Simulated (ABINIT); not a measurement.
An input for ABINIT 10.8.3 (NaF (Villiaumite)):

```
acell 3*1.0 Angstrom
rprim 
  0.000000000000 2.310000000000 2.310000000000
  2.310000000000 0.000000000000 2.310000000000
  2.310000000000 2.310000000000 0.000000000000
ntypat 2
znucl 11 9
natom 2
typat 1 2
xred 
  0.000000000000 0.000000000000 0.000000000000
  0.500000000000 0.500000000000 0.500000000000
pp_dirpath "pseudos"
pseudos "Na.upf, F.upf"
ecut 38
ngkpt 8 8 8
nshiftk 1
shiftk 0.5 0.5 0.5
chksymbreak 0
ndtset 3
nband 8
occopt 1
istwfk *1
nstep 60
tolwfr1 1e-18
iscf2 -3
rfelfd2 2
kptopt2 2
getwfk2 1
tolwfr2 1e-18
rfelfd3 3
kptopt3 2
getwfk3 1
getddk3 2
tolvrs3 1e-08
rfdir 1 1 1
nqpt2 1
nqpt3 1
qpt 0 0 0
prtwf3 0
prtden 0
optforces1 0
optstress1 0
kptopt1 1
indata_prefix "in"
outdata_prefix "out"
tmpdata_prefix "tmp"
```

The database entry behind the starting cell differs from later determinations by our own check (0.1 to 0.3 % short, probably kX units), so it need not match the best structure at ambient conditions.

```sh
OMP_NUM_THREADS=1 mpirun -n 4 abinit run.abi > log
```

Question: Estimate wall time and host memory on 4 MPI ranks of Intel Xeon Platinum 8488C (Sapphire Rapids), shared host.

It took 1.7 min; on shared hardware allow 51 s to 3.4 min. Peak host memory was 0.52 GiB.

[Paths, hosts, dates, memory and timing lines, banners, echoed tables and standing remarks are left out of the program output.]

[Logs are printed without paths, hosts, clocks, repeated set-up lines and the standing remarks that a program may print on its own settings, such as how far it seeks lower states.]

[Runs of the session that timed out or met a known fault of the program may be left out.]

[Hosts, paths, dates, database ids (printed as entryN), source tags and the programs' standing remarks are cut or masked in the printed files.]

[G0W0 gaps are taken among the corrected bands and points alone; a level outside them can change the order at an edge.]

[Where Ansatz stands beside ABINIT at settings called matched, ABINIT's density can come from a denser mesh and the files from another edition; pairs whose starting gaps differed by over 0.03 eV were left out, so agreement reads better than it is.]
